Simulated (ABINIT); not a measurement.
A run of ABINIT 10.8.3 (patched build):

The input run.py:

```python
import json, os
import numpy as np
from ase.units import GPa
from ase.calculators.abinit import Abinit, AbinitProfile
from ase.io import read

atoms = read('SiO2.xyz')

profile = AbinitProfile(command='mpirun --bind-to none -np 4 abinit', pp_paths=[os.path.abspath('pseudos')])
params = dict(
    pps='pawxml', xc='PBE',
    ecut=625.8619,
    pawecutdg=1224.5124,
    pawxcdev=0,
    pawovlp=30,
    kptopt=1,
    ngkpt=[6, 6, 5],
    nshiftk=1,
    shiftk=[0.0, 0.0, 0.0],
    ixc=11,
    nband=30,
    occopt=3,
    tsmear=0.05,
    nstep=100,
    tolvrs=1e-09,
    prtwf=0,
    prtden=0,
)

atoms.calc = Abinit(profile=profile, directory='run', **params)
energy = atoms.get_potential_energy()
forces = atoms.get_forces()
stress = atoms.get_stress()
print(f'energy {energy:.6f} eV')
print('forces (eV/A)')
print(np.round(forces, 5))
print('stress (GPa, Voigt, tension positive)', np.round(stress / GPa, 4))
json.dump(dict(energy=energy, forces=forces.tolist(), stress=stress.tolist(), cell=atoms.cell.tolist(), frac=atoms.get_scaled_positions(wrap=False).tolist()), open('results.json', 'w'))
```

Contents of SiO2.xyz:

```xyz
9
Lattice="5.0605222284 0.0000000000 0.0000000000 -2.5302611142 4.3825408062 0.0000000000 0.0000000000 0.0000000000 5.5413533100" Properties=species:S:1:pos:R:3 pbc="T T T"
Si     2.5302611142      0.0000000000      0.0000000000
Si     1.2651305571      2.1912704031      3.6942355402
Si    -1.2651305571      2.1912704031      1.8471177698
O     -0.9467829464      3.4683192598      0.9235588852
O      0.0000000000      1.8284430928      2.7706766550
O      1.5834781678      0.9142215464      4.6177944248
O      3.4770440606      0.9142215464      0.9235588852
O      2.5302611142      2.5540977134      2.7706766550
O      0.9467829464      3.4683192598      4.6177944248
```

Potentials or basis: JTH PAW PBE v2.0.

Run with:

```console
$ python run.py
```

Hardware: 4 threads of Arm Neoverse V2, with other jobs on the host.

**Question.** How long does it take, and how much memory?

**Answer.** It took 44 s on 4 threads of Arm Neoverse V2, on a shared host, peak memory 0.6 GiB. Counts: scf iterations 15, mpi ranks 4, k points 21, bands 30, plane waves 4385.
